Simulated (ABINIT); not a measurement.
The system is Bi.

```xyz
1
Lattice="-1.9814 1.9814 1.9814 1.9814 -1.9814 1.9814 1.9814 1.9814 -1.9814" Properties=species:S:1:pos:R:3 pbc="T T T"
Bi    0.0000    0.0000    0.0000
```

This isn't the form of Bi at room conditions, which is rhombohedral.

Base run:

```yaml
Program: ABINIT 10.8.3 (patched build)
Functional: LDA
Potentials_or_basis: PseudoDojo NC SR LDA v0.4 stringent
Cutoff: 871 eV
k_mesh: 7 × 7 × 7
Occupations: fermi-dirac, width 0.05 eV
Spin: no spin polarisation
```

Its results: band gap on the k mesh none (metal or under the smearing width); pressure -7.2 GPa.

**Question.** The run is repeated on the same cell with these changes: functional from LDA to PBEsol; potentials or basis from PseudoDojo NC SR LDA v0.4 stringent to PseudoDojo NC SR PBEsol v0.4.1 standard; cutoff from 871 eV to 789 eV; valence electrons from 23 to 15. What comes out?

**Answer.** Band gap on the k mesh none (metal or under the smearing width); pressure -1.8 GPa.

Caveats: spin-orbit coupling is left out, which moves the levels of the heavy elements.
